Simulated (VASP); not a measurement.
CdTe (strained zincblende), PBE single-point calculation: Ansatz's output and VASP's

```
CELL_PARAMETERS angstrom
0.00000 3.43444 3.05722
3.43444 0.00000 3.05722
3.43444 3.43444 0.00000
ATOMIC_POSITIONS crystal
Cd 0.00000 0.00000 0.00000
Te 0.25000 0.25000 0.25000
```

Ansatz printed

```
SCF 1 converged in 6 iterations: F = -15235.304689 eV  dr2 = 4.93e-9
  greatest PAW one-centre occupation: 1.000 electrons in one spin orbital (limit 2), on the Cd atom at site 0 (counted from 0), in its partial waves of l = 0
NSCF: frozen V_eff on 6 k-points
SCF converged after 6 iterations
Free energy (F): -15235.304689 eV
Harris-Foulkes:  -15235.304689 eV  (|F-HF|=2.24e-8)
Internal energy: -15235.304688 eV  (E = F + TS)
E sigma→0 (E₀):  -15235.304689 eV
Entropy (-TS):   -0.000000 eV (-0.000 meV/atom)
Fermi energy:    7.030887 eV
--- Per-component energies (eV) ---
  E_band       = -812.993928
  E_kinetic    = 684.558344
  E_local      = -5529.985182  (includes V_loc(G=0)·N_el)
  E_nonlocal   = -276.716094
  E_hartree    = 2777.527929
  E_xc         = -300.435816
  E_vxc        = -324.954946  (∫ρ·V_xc dr)
  E_paw        = -8746.073555  (= ΣΔE_a)
  E_vpaw       = -920.954299  (= ΣTr[D̂ρ^β])
  E_aug_tail   = -0.000161  (compensation charges beyond the density's cutoff)
  E_ewald      = -3844.180153
  E_smearing   = -0.000000  (= −TS)
  E_closure    = -0.000000  (closes the sum)
  Σ components = -15235.304689   (vs F -15235.304689, Δ=0.00e0)
--- Forces (eV/Å), atoms counted from 1 ---
  atom   1  Cd    -0.00000000     0.00000000     0.00000000
  atom   2  Te     0.00000000     0.00000000     0.00000000
  max |Σ_I F_I| component: 1.87e-16 eV/Å
--- Stress (GPa, compression-positive) ---
       -0.521722      -0.000000       0.000000
       -0.000000      -0.521722      -0.000000
       -0.000000      -0.000000       1.013773
  P = ⅓ Tr σ = -0.0099 GPa (-0.099 kbar)
--- Band table (eV; the first three rows and the last of 30) ---
  k-point 0: bands = ["-95.3289", "-56.4054", "-56.3841", "-56.3841", "-29.2280", "-29.2214", "-29.2094", "-29.2094", "-29.1983", "-4.1713", "-1.4333", "-1.4333", "-1.4115", "-1.2208", "-1.2070", "6.5568", "6.5568", "6.8467", "7.2151", "11.3554", "11.3969", "11.3969"]
  k-point 1: bands = ["-95.3289", "-56.4054", "-56.3841", "-56.3841", "-29.2280", "-29.2214", "-29.2093", "-29.2093", "-29.1983", "-4.0824", "-1.4188", "-1.4059", "-1.3524", "-1.2185", "-1.2074", "4.9922", "6.3203", "6.5979", "8.3589", "11.2201", "11.6322", "11.8662"]
  k-point 2: bands = ["-95.3288", "-56.4055", "-56.3841", "-56.3841", "-29.2280", "-29.2213", "-29.2093", "-29.2091", "-29.1983", "-3.9052", "-1.3958", "-1.3755", "-1.2268", "-1.2067", "-1.1028", "3.3323", "5.9201", "6.3287", "8.4648", "11.6885", "12.0192", "12.9612"]
  k-point 29: bands = ["-95.3288", "-56.4055", "-56.3841", "-56.3841", "-29.2284", "-29.2209", "-29.2087", "-29.2087", "-29.1984", "-3.6942", "-1.3162", "-1.2959", "-1.2959", "-1.1804", "-0.6864", "3.0156", "4.7159", "4.7159", "8.7858", "9.1929", "15.4902", "15.4902"]
```

Datasets and cutoffs are each program's own. VASP's cell holds 18 valence electrons and Ansatz's 36. Ansatz's stress includes a Pulay correction; VASP's doesn't.

Question: What does VASP give for the same cell and level of theory?

Answer: gap between bands v and c 0.37 eV; least direct gap 0.37 eV; pressure 0.1 GPa.

From OUTCAR

```
k-points           NKPTS =     30   k-points in BZ     NKDIM =     30   number of bands    NBANDS=     16

   NELECT =      18.0000    total number of electrons

   dimension x,y,z NGX =    36 NGY =   36 NGZ =   36
   dimension x,y,z NGXF=    72 NGYF=   72 NGZF=   72

  energy-cutoff  :      520.00
  volume of cell :       72.12
      direct lattice vectors                 reciprocal lattice vectors
     0.000000000  3.434441003  3.057223209    -0.145584099  0.145584099  0.163547103
     3.434441003  0.000000000  3.057223209     0.145584099 -0.145584099  0.163547103
     3.434441003  3.434441003  0.000000000     0.145584099  0.145584099 -0.163547103

 k-points in reciprocal lattice and weights: KPOINTS created by Atomic Simulation Env
   0.00000000  0.00000000  0.00000000       0.005
   0.16666667  0.00000000  0.00000000       0.037
   0.33333333  0.00000000  0.00000000       0.037
   0.50000000  0.00000000  0.00000000       0.019
   0.16666667  0.16666667  0.00000000       0.009
   0.33333333  0.16666667  0.00000000       0.037
   0.50000000  0.16666667  0.00000000       0.037
  -0.33333333  0.16666667  0.00000000       0.037
   ...

 E-fermi :   2.2010

 k-point     1 :       0.0000    0.0000    0.0000
  band No.  band energies     occupation
      1      -8.9990      2.00000
      2      -6.2699      2.00000
      3      -6.2699      2.00000
      4      -6.2468      2.00000
      5      -6.0565      2.00000
      6      -6.0445      2.00000
      7       1.7297      2.00000
      8       1.7297      2.00000
      9       2.0177      1.99979
     10       2.3843      0.00021
     11       6.5122      0.00000
     12       6.5553      0.00000
     13       6.5553      0.00000
     14       9.2339      0.00000
     15      10.3530      0.00000
     16      11.3624      0.00000

 k-point     2 :       0.1667    0.0000    0.0000
  band No.  band energies     occupation
      1      -8.9103      2.00000
      2      -6.2554      2.00000
      3      -6.2418      2.00000
      4      -6.1884      2.00000
      5      -6.0542      2.00000
      6      -6.0449      2.00000
      7       0.1599      2.00000
      8       1.4920      2.00000
      9       1.7695      2.00000
     10       3.5297      0.00000
     11       6.3853      0.00000
     12       6.7910      0.00000
     13       7.0253      0.00000
     14       9.8971      0.00000
     15       9.9570      0.00000
     16      10.7809      0.00000

 k-point     3 :       0.3333    0.0000    0.0000
  band No.  band energies     occupation
      1      -8.7334      2.00000
      2      -6.2324      2.00000
      3      -6.2114      2.00000
      4      -6.0641      2.00000
      5      -6.0424      2.00000
      6      -5.9388      2.00000
      7      -1.5018      2.00000
      8       1.0906      2.00000
      9       1.5004      2.00000
     10       3.6322      0.00000
     11       6.8450      0.00000
     12       7.1807      0.00000
     13       8.1330      0.00000
     14       9.7851      0.00000
     15      10.7516      0.00000
     16      10.9529      0.00000

 k-point     4 :       0.5000    0.0000    0.0000
  band No.  band energies     occupation
      1      -8.6469      2.00000
      2      -6.2244      2.00000
      3      -6.1988      2.00000
      4      -6.0580      2.00000
      5      -6.0323      2.00000
      6      -5.7493      2.00000
      7      -2.2375      2.00000
      8       0.9150      2.00000
      9       1.3828      2.00000
     10       3.5076      0.00000
     11       6.7502      0.00000
     12       7.4699      0.00000
     13       8.9162      0.00000
     14      10.1696      0.00000
     15      11.5633      0.00000
     16      12.4237      0.00000

 k-point     5 :       0.1667    0.1667    0.0000
  band No.  band energies     occupation
      1      -8.8701      2.00000
      2      -6.2394      2.00000
      3      -6.2394      2.00000
      4      -6.1785      2.00000
      5      -6.0463      2.00000
      6      -6.0340      2.00000
      7       0.2863      2.00000
      8       1.1500      2.00000
      9       1.1500      2.00000
     10       4.1085      0.00000
     11       5.5332      0.00000
     12       7.3280      0.00000
     13       7.3280      0.00000
     14       9.7682      0.00000
     15      10.6587      0.00000
     16      11.3378      0.00000

 k-point     6 :       0.3333    0.1667    0.0000
  band No.  band energies     occupation
      1      -8.7211      2.00000
      2      -6.2111      2.00000
      3      -6.2105      2.00000
      4      -6.1096      2.00000
      5      -6.0351      2.00000
      6      -5.9204      2.00000
      7      -1.0554      2.00000
      8       0.7301      2.00000
      9       0.8696      2.00000
     10       4.3853      0.00000
     11       5.7173      0.00000
     12       7.6882      0.00000
     13       7.8093      0.00000
     14       9.8543      0.00000
     15      11.3645      0.00000
     16      11.7197      0.00000

 ...

  Total       -0.1860458     -0.1860458      0.5001167      0.0000000      0.0000000      0.0000000
  in kB       -4.1329588     -4.1329588     11.1099653      0.0000000      0.0000000      0.0000000
  external PRESSURE =       0.9480159 kB  Pullay stress =       0.0000000 kB

 POSITION                                       TOTAL-FORCE (eV/Angst)
 -----------------------------------------------------------------------------------
      0.00000      0.00000      0.00000        -0.000000     -0.000000      0.000000
      1.71722      1.71722      1.52861         0.000000      0.000000     -0.000000
 -----------------------------------------------------------------------------------
    total drift:                               -0.000001     -0.000001     -0.000000

  FREE ENERGIE OF THE ION-ELECTRON SYSTEM (eV)
  ---------------------------------------------------
  free  energy   TOTEN  =        -4.7779493096 eV

  energy  without entropy=       -4.7779489152  energy(sigma->0) =       -4.77794911
```
